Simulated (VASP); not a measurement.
# InGa3As4 (Amm2) in VASP: further runs

One crystal, InGa3As4, is run at these levels: PBE; tasks: relaxation of cell and atoms.

All numbers are computed with VASP 6.6.1; they aren't measurements. Logs are shortened: lines on timing, memory, paths and dates and some standing lists are left out, and cuts for length are marked.

### 1 The structure

Symmetry: Amm2, No. 38, orthorhombic system. Conventional cell: a = 4.065 Å, b = 8.131 Å, c = 11.499 Å, α = 90.00°, β = 90.00°, γ = 90.00°. Around In (site symmetry mm2) lie 4 As at 2.49 Å. Around Ga (site symmetry m) lie 4 As at 2.49 Å. Around Ga (site symmetry mm2) lie 4 As at 2.49 Å. Around As (site symmetry m) lie 3 Ga at 2.49 Å and 1 In at 2.49 Å. As (site symmetry mm2) is surrounded by 4 Ga at 2.49 Å. As (site symmetry mm2) has 2 In at 2.49 Å and 2 Ga at 2.49 Å as nearest neighbours.

The cell was built by a generator and needn't be a form met in nature.

### 2 Relaxation of cell and atoms, PBE

INCAR

```
SYSTEM = InGa3As4
PREC     = Accurate       ! precision mode
ENCUT    = 600            ! plane-wave cutoff, eV
EDIFF    = 1E-6           ! SCF threshold, eV
ISMEAR   = 0              ! smearing method
SIGMA    = 0.03           ! smearing width, eV
LREAL    = .False.        ! projectors in reciprocal space
LASPH    = .True.         ! aspherical terms in the spheres
NELM     = 80             ! most SCF steps
ALGO     = Normal         ! electronic algorithm
ISIF     = 3              ! what is computed and relaxed
LWAVE    = .False.        ! write WAVECAR
LCHARG   = .False.        ! write CHGCAR
GGA      = PE             ! functional
IBRION   = 2              ! ionic algorithm
NSW      = 90             ! ionic steps
EDIFFG   = -0.01          ! ionic threshold
KPAR     = 4
```

KPOINTS

```
Automatic mesh
0
Gamma
  6 6 6
  0 0 0
```

POSCAR

```
InGa3As4
1.0
   -5.7492750000      5.7492750000      0.0000000000
   -5.7492750000      0.0000000000      5.7492750000
    0.0000000000      5.7492750000      5.7492750000
In Ga As
2 6 8
Direct
    0.0000000000      0.0000000000      0.0000000000
    0.5000000000      0.0000000000      0.0000000000
    0.0000000000      0.5000000000      0.0000000000
    0.0000000000      0.0000000000      0.5000000000
    0.5000000000      0.5000000000      0.0000000000
    0.5000000000      0.0000000000      0.5000000000
    0.0000000000      0.5000000000      0.5000000000
    0.5000000000      0.5000000000      0.5000000000
    0.8750000000      0.8750000000      0.3750000000
    0.3750000000      0.8750000000      0.3750000000
    0.8750000000      0.3750000000      0.3750000000
    0.8750000000      0.8750000000      0.8750000000
    0.3750000000      0.3750000000      0.3750000000
    0.3750000000      0.8750000000      0.8750000000
    0.8750000000      0.3750000000      0.8750000000
    0.3750000000      0.3750000000      0.8750000000
```

Potentials or basis: VASP PAW PBE potentials, release 64 (In_d, Ga_d, As).

The run is started by

```
cat potpaw_PBE.64/In_d/POTCAR potpaw_PBE.64/Ga_d/POTCAR potpaw_PBE.64/As/POTCAR > POTCAR
mpirun -np 4 vasp_std > vasp.out
```

OUTCAR:

```text
SYSTEM = InGa3As4
   PREC = Accurate
   ENCUT = 600
   EDIFF = 1E-6
   ISMEAR = 0
   LREAL = .False.
   LASPH = .True.
   NELM = 80
   ISIF = 3
   GGA = PE
   IBRION = 2
   NSW = 90
   EDIFFG = -0.01

 ion  position               nearest neighbor table
   1  0.000  0.000  0.000-   9 2.49  14 2.49  15 2.49  12 2.49
   2  0.500  0.000  0.000-  10 2.49  12 2.49  16 2.49  14 2.49
   3  0.000  0.500  0.000-  11 2.49  12 2.49  16 2.49  15 2.49
   4  0.000  0.000  0.500-  10 2.49  11 2.49  12 2.49   9 2.49
   5  0.500  0.500  0.000-  13 2.49  14 2.49  15 2.49  16 2.49
   6  0.500  0.000  0.500-   9 2.49  13 2.49  14 2.49  10 2.49
[... 8 lines left out ...]
  15  0.875  0.375  0.875-   1 2.49   5 2.49   7 2.49   3 2.49
  16  0.375  0.375  0.875-   2 2.49   3 2.49   8 2.49   5 2.49

  LATTYP: Found a face centered cubic cell.
 ALAT       =    11.4985500000

  Lattice vectors:

 A1 = (  -5.7492750000,   5.7492750000,   0.0000000000)
 A2 = (  -5.7492750000,   0.0000000000,   5.7492750000)
 A3 = (   0.0000000000,   5.7492750000,   5.7492750000)

Analysis of symmetry for initial positions (statically):
=====================================================================
 Subroutine PRICEL returns following result:

  LATTYP: Found a base centered orthorhombic cell.
 ALAT       =     8.1307026788
 B/A-ratio  =     1.4142135624
 C/A-ratio  =     0.5000000000

  Lattice vectors:

 A1 = (  -2.8746375000,  -2.8746375000,  -5.7492750000)
 A2 = (  -2.8746375000,  -2.8746375000,   5.7492750000)
 A3 = (  -2.8746375000,   2.8746375000,   0.0000000000)

   2 primitive cells build up your supercell.

 Routine SETGRP: Setting up the symmetry group for a
 face centered cubic supercell.

 Subroutine GETGRP returns: Found  4 space group operations
 (whereof  4 operations were pure point group operations)
 out of a pool of 48 trial point group operations.

The static configuration has the point symmetry C_2v.

Analysis of symmetry for dynamics (positions and initial velocities):
=====================================================================
 Subroutine PRICEL returns following result:

  LATTYP: Found a base centered orthorhombic cell.
 ALAT       =     8.1307026788
 B/A-ratio  =     1.4142135624
 C/A-ratio  =     0.5000000000

  Lattice vectors:

 A1 = (  -2.8746375000,  -2.8746375000,  -5.7492750000)
 A2 = (  -2.8746375000,  -2.8746375000,   5.7492750000)
 A3 = (  -2.8746375000,   2.8746375000,   0.0000000000)
[... 145 lines left out ...]
  Thomas-Fermi vector in A             =   2.320813
   LORBIT       =      0    0 simple, 1 ext, 2 COOP (PROOUT), +10 PAW based schemes
   GGA     = PE    functional components
   LHFCALC =     F    Hartree Fock is set to
   AEXX    =    0.0000 exact exchange contribution
   IVDW    =     0    specifies the selected vdW correction
   LEPSILON=     F    determine dielectric tensor
   LRPA    =     F    only Hartree local field effects (RPA)
 conjugate gradient relaxation of ions
 non-spin polarized calculation
 Gauss-broadening in eV      SIGMA  =   0.03
  energy-cutoff  :      600.00
  volume of cell :      380.07
 maximum number of plane-waves:     12716
 NGX is ok and might be reduce to    70
   NGX = 33   NGY = 33   NGZ = 33

--------------------------------------- Ionic step        1  -------------------------------------------

 number of electron     143.9999975 magnetization

 Free energy of the ion-electron system (eV)
  ---------------------------------------------------
  ext. energy  EPLUGINS =         0.00000000
  ---------------------------------------------------
  free energy    TOTEN  =       -64.02523178 eV

  energy without entropy =      -64.02523175  energy(sigma->0) =      -64.02523176

------------------------ aborting loop because EDIFF is reached ----------------------------------------

  FORCE on cell =-STRESS in cart. coord.  units (eV):
  Direction    XX          YY          ZZ          XY          YZ          ZX
  --------------------------------------------------------------------------------------
  -------------------------------------------------------------------------------------
  Total       10.7376955     10.7376955     10.6548440     -0.0440799      0.0000000      0.0000000
  in kB       45.2639470     45.2639470     44.9146928     -0.1858155      0.0000000      0.0000000
  external PRESSURE =      45.1475289 kB  Pullay stress =       0.0000000 kB
[... 131 lines left out ...]
  FREE ENERGIE OF THE ION-ELECTRON SYSTEM (eV)
  ---------------------------------------------------
  free  energy   TOTEN  =       -64.6849287403 eV

  energy  without entropy=      -64.6847424875  energy(sigma->0) =      -64.68483561

[... ionic steps 4 to 7 ...]

--------------------------------------- Ionic step        8  -------------------------------------------

 number of electron     144.0000023 magnetization

------------------------ aborting loop because EDIFF is reached ----------------------------------------
[... 95 lines left out ...]
--------------------------------------- Ionic step       10  -------------------------------------------

 number of electron     144.0000022 magnetization

 Free energy of the ion-electron system (eV)
  ---------------------------------------------------
  ext. energy  EPLUGINS =         0.00000000
  ---------------------------------------------------
  free energy    TOTEN  =       -64.76172590 eV

  energy without entropy =      -64.76168448  energy(sigma->0) =      -64.76170519

 E-fermi :   3.6144     XC(G=0):  -9.2034

 val. band max:        3.5704036243   @ k =   0.0000   0.0000   0.0000
 cond. band min:       3.6506868253   @ k =   0.0000   0.0000   0.0000
 fundamental gap:      0.0802832011
 Fermi energy:         3.6144209236

 k-point     1 :       0.0000    0.0000    0.0000
  band No.  band energies     occupation
      1     -11.2310      2.00000
      2     -11.2307      2.00000
      3     -11.2304      2.00000
      4     -11.2099      2.00000
      5     -11.2056      2.00000
      6     -11.2043      2.00000
[... 2077 lines left out ...]
     83       6.6883      0.00000
     84       7.3003      0.00000

 [... further k-points ...]

 [bands above 84 left out]

------------------------ aborting loop because EDIFF is reached ----------------------------------------

  FORCE on cell =-STRESS in cart. coord.  units (eV):
  Direction    XX          YY          ZZ          XY          YZ          ZX
  --------------------------------------------------------------------------------------
  -------------------------------------------------------------------------------------
  Total       -0.0281631     -0.0281631      0.0205319      0.0375816      0.0000000      0.0000000
  in kB       -0.1117775     -0.1117775      0.0814896      0.1491591      0.0000000      0.0000000
  external PRESSURE =      -0.0473551 kB  Pullay stress =       0.0000000 kB
[... 31 lines left out ...]
  FREE ENERGIE OF THE ION-ELECTRON SYSTEM (eV)
  ---------------------------------------------------
  free  energy   TOTEN  =       -64.7617258984 eV

  energy  without entropy=      -64.7616844797  energy(sigma->0) =      -64.76170519

 reached required accuracy - stopping structural energy minimisation
```

OSZICAR:

```text
N       E                     dE             d eps       ncg     rms          rms(c)
DAV:   1     0.165702064980E+04    0.16570E+04   -0.66322E+04  8662   0.246E+03
DAV:   2     0.321848051048E+03   -0.13352E+04   -0.12858E+04  7968   0.724E+02
DAV:   3    -0.281401239379E+02   -0.34999E+03   -0.33018E+03  9316   0.256E+02
[... 92 lines left out ...]
DAV:   2    -0.647617626063E+02   -0.20582E-03   -0.35700E-03 11308   0.310E-01    0.504E-02
DAV:   3    -0.647617364554E+02    0.26151E-04   -0.21219E-04 11256   0.962E-02    0.293E-02
DAV:   4    -0.647617254106E+02    0.11045E-04   -0.28361E-05 10180   0.880E-02    0.107E-02
DAV:   5    -0.647617254381E+02   -0.27565E-07   -0.10478E-05  9784   0.402E-02    0.399E-03
DAV:   6    -0.647617258984E+02   -0.46027E-06   -0.34734E-06  6314   0.925E-03
  10 F= -.64761726E+02 E0= -.64761705E+02  d E =-.280569E-03
```

CONTCAR:

```text
InGa3As4
   1.00000000000000
    -5.8591494415383458    5.8591494415383458    0.0000000000000000
    -5.8623394140620455   -0.0031899725237013    5.8730670741264106
     0.0031899725237013    5.8623394140620455    5.8730670741264106
  In              Ga              As
     2     6     8
Direct
     0.9994651852336442    0.0005348147663556    0.0005348147663556
     0.4994651852336444    0.0005348147663556    0.0005348147663556
     0.0001114125342587    0.5001238446106162    0.9996533303208663
     0.0001114125342587    0.9996533303208663    0.5001238446106162
     0.5001114125342588    0.5001238446106162    0.9996533303208663
     0.5001114125342588    0.9996533303208663    0.5001238446106162
[... 8 lines left out ...]
     0.8702973402308957    0.3890034417720709    0.8704018777661380
     0.3702973402308957    0.3890034417720709    0.8704018777661380

  0.00000000E+00  0.00000000E+00  0.00000000E+00
  0.00000000E+00  0.00000000E+00  0.00000000E+00
  0.00000000E+00  0.00000000E+00  0.00000000E+00
  0.00000000E+00  0.00000000E+00  0.00000000E+00
  0.00000000E+00  0.00000000E+00  0.00000000E+00
  0.00000000E+00  0.00000000E+00  0.00000000E+00
[... 8 lines left out ...]
  0.00000000E+00  0.00000000E+00  0.00000000E+00
  0.00000000E+00  0.00000000E+00  0.00000000E+00
```

It took 1.8 h on 4 MPI ranks of AMD EPYC 7R13 (Zen 3), shared host; peak memory 1.8 GiB.

Results:

```yaml
Free_energy: -64.7617 eV
Relaxed_volume: 25.23 Å³/atom
Relaxed_cell: a = 8.286 Å, b = 8.298 Å, c = 8.298 Å, α = 59.98°, β = 60.05°, γ = 60.05°
Space_group_after_relaxing_to_0.05_Å: Amm2 (No. 38)
Energy_gained_by_relaxing: 46.0 meV/atom
Ionic_steps: 10
Pressure_after_relaxing: 0.0 GPa
Largest_force_after_relaxing: 0.008 eV/Å
Band_gap_on_the_k_mesh: 0.08 eV
```

Forces on the atoms (eV/Å):
```
In   0.000  0.000  0.005
In   0.000  0.000  0.005
Ga   0.006  0.006  0.002
Ga  -0.006 -0.006  0.002
Ga   0.006  0.006  0.002
Ga  -0.006 -0.006  0.002
Ga   0.000  0.000 -0.002
Ga   0.000  0.000 -0.002
As  -0.002 -0.002 -0.006
As  -0.002 -0.002 -0.006
As   0.000  0.000 -0.001
As   0.000  0.000  0.005
As   0.000  0.000 -0.001
As   0.000  0.000  0.005
As   0.002  0.002 -0.006
As   0.002  0.002 -0.006
```

The path:
```tsv
step	energy change (eV)	largest force (eV/Å)	pressure (GPa)	volume (Å³)
1	0.0000	1.6632	4.51	380.07
2	-0.6297	0.3536	-1.74	418.10
3	-0.6597	0.5555	-0.83	410.79
4	-0.7260	0.2037	-0.22	405.63
5	-0.7347	0.0670	0.06	403.09
6	-0.7347	0.0675	0.13	402.92
7	-0.7362	0.0334	-0.02	403.78
8	-0.7362	0.0316	-0.05	403.84
9	-0.7362	0.0350	-0.02	403.82
10	-0.7365	0.0081	0.00	403.68
```

Final structure:
```
In Ga As
1.0
    -5.85915    5.85915    0.00000
    -5.86234   -0.00319    5.87307
     0.00319    5.86234    5.87307
In Ga As
2 6 8
Direct
  0.99947 0.00053 0.00053
  0.49947 0.00053 0.00053
  0.00011 0.50012 0.99965
  0.00011 0.99965 0.50012
  0.50011 0.50012 0.99965
  0.50011 0.99965 0.50012
  0.99974 0.50026 0.50026
  0.49974 0.50026 0.50026
  0.87030 0.87040 0.38900
  0.37030 0.87040 0.38900
  0.87503 0.37497 0.37497
  0.88494 0.86506 0.86506
  0.37503 0.37497 0.37497
  0.38494 0.86506 0.86506
  0.87030 0.38900 0.87040
  0.37030 0.38900 0.87040
```

Caveat: spin-orbit coupling is left out, which moves the levels of the heavy elements. As with any semilocal functional, this PBE gap is likely too small.

### 3 Relaxation of cell and atoms, PBE

This run uses another cell than the first one, of 25.23 Å³/atom, 1.062 times its volume.

Changes to INCAR since step 2:

```diff
@@ -3,3 +3,3 @@
 ENCUT    = 600            ! plane-wave cutoff, eV
-EDIFF    = 1E-6           ! SCF threshold, eV
+EDIFF    = 1E-7           ! SCF threshold, eV
 ISMEAR   = 0              ! smearing method
@@ -16,3 +16,3 @@
 NSW      = 90             ! ionic steps
-EDIFFG   = -0.01          ! ionic threshold
+EDIFFG   = -0.005         ! ionic threshold
 KPAR     = 4
```

KPOINTS is that of step 2.

POSCAR

```
InGa3As4                                
1.0
   -5.8591494415      5.8591494415      0.0000000000
   -5.8623394141     -0.0031899725      5.8730670741
    0.0031899725      5.8623394141      5.8730670741
  In              Ga              As            
     2     6     8
Direct
     0.9994651852336442    0.0005348147663556    0.0005348147663556
     0.4994651852336444    0.0005348147663556    0.0005348147663556
     0.0001114125342587    0.5001238446106162    0.9996533303208663
     0.0001114125342587    0.9996533303208663    0.5001238446106162
     0.5001114125342588    0.5001238446106162    0.9996533303208663
     0.5001114125342588    0.9996533303208663    0.5001238446106162
     0.9997405387387718    0.5002594612612282    0.5002594612612282
     0.4997405387387720    0.5002594612612282    0.5002594612612282
     0.8702973402308957    0.8704018777661380    0.3890034417720709
     0.3702973402308957    0.8704018777661380    0.3890034417720709
     0.8750330706880963    0.3749669293119036    0.3749669293119036
     0.8849436998091783    0.8650563001908217    0.8650563001908217
     0.3750330706880964    0.3749669293119036    0.3749669293119036
     0.3849436998091783    0.8650563001908217    0.8650563001908217
     0.8702973402308957    0.3890034417720709    0.8704018777661380
     0.3702973402308957    0.3890034417720709    0.8704018777661380
```

Potentials or basis: VASP PAW PBE potentials, release 64 (In_d, Ga_d, As).

The run is started by

```
cat potpaw_PBE.64/In_d/POTCAR potpaw_PBE.64/Ga_d/POTCAR potpaw_PBE.64/As/POTCAR > POTCAR
mpirun -np 4 vasp_std > vasp.out
```

It took 33 min on 4 MPI ranks of AMD EPYC 7R13 (Zen 3), shared host; peak memory 1.8 GiB.

It converged, with:

* Free energy: -64.7644 eV
* Relaxed volume: 25.22 Å³/atom
* Relaxed cell: a = 8.284 Å, b = 8.298 Å, c = 8.298 Å, α = 59.98°, β = 60.05°, γ = 60.05°
* Space group after relaxing (to 0.05 Å): Amm2 (No. 38)
* Energy gained by relaxing: 0.0 meV/atom
* Ionic steps: 2
* Pressure after relaxing: 0.0 GPa
* Largest force after relaxing: 0.004 eV/Å
* Band gap on the k mesh: 0.08 eV

Forces in eV/Å, atoms in the order of the input:
```
In   0.000  0.000  0.004
In   0.000  0.000  0.004
Ga   0.003  0.003  0.002
Ga  -0.003 -0.003  0.002
Ga   0.003  0.003  0.002
Ga  -0.003 -0.003  0.002
Ga   0.000  0.000 -0.001
Ga   0.000  0.000 -0.001
As   0.000  0.000 -0.004
As   0.000  0.000 -0.004
As   0.000  0.000 -0.001
As   0.000  0.000  0.000
As   0.000  0.000 -0.001
As   0.000  0.000  0.000
As   0.000  0.000 -0.004
As   0.000  0.000 -0.004
```

Final structure:
```
In Ga As
1.0
    -5.85776    5.85776    0.00000
    -5.86159   -0.00384    5.87320
     0.00384    5.86159    5.87320
In Ga As
2 6 8
Direct
  0.99944 0.00056 0.00056
  0.49944 0.00056 0.00056
  0.00010 0.50008 0.99971
  0.00010 0.99971 0.50008
  0.50010 0.50008 0.99971
  0.50010 0.99971 0.50008
  0.99975 0.50025 0.50025
  0.49975 0.50025 0.50025
  0.87032 0.87039 0.38896
  0.37032 0.87039 0.38896
  0.87504 0.37496 0.37496
  0.88492 0.86508 0.86508
  0.37504 0.37496 0.37496
  0.38492 0.86508 0.86508
  0.87032 0.38896 0.87039
  0.37032 0.38896 0.87039
```

Levels at points of the mesh, in eV from the valence-band top:
| k point | band 69 | band 70 | band 71 | band 72 | band 73 | band 74 | band 75 | band 76 |
| --- | --- | --- | --- | --- | --- | --- | --- | --- |
| (0.00, 0.00, 0.00) | -0.83 | -0.22 | -0.01 | 0.00 | 0.08 | 0.67 | 0.74 | 0.92 |
| (0.50, 0.00, 0.00) | -0.56 | -0.56 | -0.56 | -0.56 | 1.15 | 1.15 | 2.11 | 2.11 |
| (0.00, 0.50, 0.00) | -0.73 | -0.72 | -0.46 | -0.37 | 0.92 | 1.42 | 1.98 | 1.99 |
| (0.50, 0.50, 0.00) | -1.09 | -1.09 | -0.95 | -0.95 | 1.97 | 1.97 | 2.48 | 2.48 |
| (0.00, 0.50, 0.50) | -1.22 | -1.22 | -0.92 | -0.78 | 1.93 | 2.06 | 2.28 | 2.30 |

Caveat: spin-orbit coupling is left out, which moves the levels of the heavy elements. PBE gaps usually lie below the measured ones, often by a third to a half.
